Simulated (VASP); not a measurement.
Re: single point with PBE

The system is Re.

```
Re
1.0
     0.00000    1.95772    1.95772
     1.95772    0.00000    1.95772
     1.95772    1.95772    0.00000
Re
1
Direct
  0.00000 0.00000 0.00000
```

This isn't the form of Re at room conditions, which is hcp.

```json
{
  "Program": "VASP 6.6.1",
  "Task": "single point",
  "Functional": "PBE",
  "Potentials or basis": "VASP PAW PBE potentials, release 64 (Re)",
  "Cutoff": "520 eV",
  "k mesh": "18 × 18 × 18",
  "Occupations": "gaussian, width 0.1 eV",
  "Spin": "no spin polarisation"
}
```

The pressure is -0.6 GPa. The band gap on the k mesh is none (metal or under the smearing width).

Levels at points of the mesh, in eV from the Fermi level:
```tsv
k point	band 1	band 2	band 3	band 4	band 5	band 6	band 7	band 8
(0.00, 0.00, 0.00)	-9.98	-1.85	-1.85	-1.85	1.24	1.24	13.91	19.45
(0.50, 0.00, 0.00)	-6.73	-2.05	-2.05	0.20	3.71	3.71	9.70	13.40
(0.50, 0.50, 0.00)	-6.65	-5.80	2.73	3.66	4.44	4.44	12.13	12.13
```

Run time: 28 s on 1 thread of Intel(R) Xeon(R) Platinum 8488C (Sapphire Rapids) (shared host), peak memory 0.16 GiB.

Spin-orbit coupling is left out, which matters for the levels of Re.
